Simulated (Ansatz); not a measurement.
System: Tl (fcc type), 1 atom in the cell.

Theory: PBE, all-electron LAPW, point nucleus (Ansatz).

k-mesh 4×4×4 Γ-centred; Fermi–Dirac smearing of 0.15 eV; no spin polarisation; no spin–orbit coupling.

```
Tl
1.0
     0.00000    2.49330    2.49330
     2.49330    0.00000    2.49330
     2.49330    2.49330    0.00000
Tl
1
Direct
  0.00000 0.00000 0.00000
```

Question: Is the cell under compression or tension, and by how much?

Answer: The pressure is 0.80 GPa, so at these settings the cell is compressed and would expand.

The k-mesh is coarse, so these values belong to this mesh and can lie far from the converged ones. This cubic structure is a model: it isn't the usual form of the substance at ambient conditions, and such phases are metastable or hypothetical. Spin–orbit coupling is left out, which matters for 6p elements such as Tl, Pb and Bi.
